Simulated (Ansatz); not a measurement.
This Ansatz input for CdI2 was spoiled on purpose:

```yaml
crystal:
  lattice:
    - [4.288620163781, 0.0, 0.0]
    - [-2.14431008189, 3.714054009016, 0.0]
    - [0.0, 0.0, 7.1785259559]
  atoms:
    - { symbol: Cd, position: [0.0, 0.0, 0.0] }
    - { symbol: I, position: [0.3333333333333, 0.6666666666667, 0.2388043] }
    - { symbol: I, position: [0.6666666666667, 0.3333333333333, 0.7611957] }
basis:
  ecutwfc: "50 eV"
  ecutrho_ratio: 4
kpoints:
  mp_grid: { grid: [6, 6, 4] }
hamiltonian:
  xc: r2scan
scf:
  occupations: { method: gaussian, width: 0.05 }
  max_iter: 60
output:
  forces: true
  stress: true
```

Launched as:
```sh
ansatz run input.yaml --threads 4 --pin off --max-ram 7168MiB --backend cpu --events-out ev --progress --plain --runs-dir out
```

What is wrong with it?

A cutoff far too low. Against the sound input: basis.ecutwfc: 500 → "50 eV" (the cap on iterations is only a precaution).

What the program printed:

```
Warning: basis.ecutwfc = 50 eV is below the records' recommended 500 eV, and the density's cutoff is lower with it unless basis.ecutrho_ratio is high enough to keep the records' density cutoff: compare with a run at a higher cutoff
Warning: basis.ecutrho_ratio = 4 (ecutrho = 200 eV) is below the records' recommended 2000 eV
```

SCF trace (energy estimate counted from the last row):
| iteration | ΔE (eV) | density residual (eV) |
| --- | --- | --- |
| 1 | -1809.368 | 2.66e3 |
| 2 | -22.858 | 4.71e1 |
| 3 | -0.603 | 1.75e0 |
| 4 | -0.034 | 1.55e-1 |
| 5 | -1.1e-03 | 5.31e-3 |
| 6 | -1.3e-05 | 5.26e-5 |
| 7 | 0.000 | 1.75e-6 |
| 8 | 0.000 | 5.13e-9 |

```
SCF 1 converged in 8 iterations: F = -19910.717622 eV  dr2 = 5.13e-9
SCF converged after 8 iterations
Free energy (F): -19910.717622 eV
E sigma→0 (E₀):  -19910.716688 eV
Entropy (-TS):   -0.001868 eV (-0.623 meV/atom)
Fermi energy:    15.267653 eV
--- Forces (eV/Å), atoms counted from 1 ---
  atom   1  Cd     0.00000000     0.00000000     0.00000000
  atom   2  I      0.00000000     0.00000000   -18.88504119
  atom   3  I      0.00000000     0.00000000    18.88504119
--- Stress (GPa, compression-positive) ---
     -200.259386       0.000000       0.000000
        0.000000    -200.259386       0.000000
        0.000000       0.000000    -214.554184
  P = ⅓ Tr σ = -205.0243 GPa (-2050.243 kbar)
```

The run converged all the same; its pressure of -205 GPa shows the fault against the sound run's. Its energy lies 1138565 meV/atom from the sound one. Run time: 0.48 s on 4 threads of Arm Neoverse V2, on a shared host, peak memory 0.27 GiB. The run before the change (r²SCAN, 500 eV, 6×6×4 mesh) gave:

| run | P (GPa) | gap on the mesh (eV) | cell moment (μB) | largest force component (eV/Å) |
| --- | --- | --- | --- | --- |
| sound | 0.0 | 2.85 | – | 0.001 |
| spoiled | -205.0 | metal | – | 18.885 |

The chain of runs began from a cell as deposited in COD, expanded in volume.

Of that run: Kohn–Sham gaps of semilocal functionals lie under measured ones, often by a third or more. The structure is built of weakly bound layers, and this functional has no dispersion term, so their spacing and all that hangs on it (volume, the soft elastic constants, low modes, dielectric constants) are poorly given.
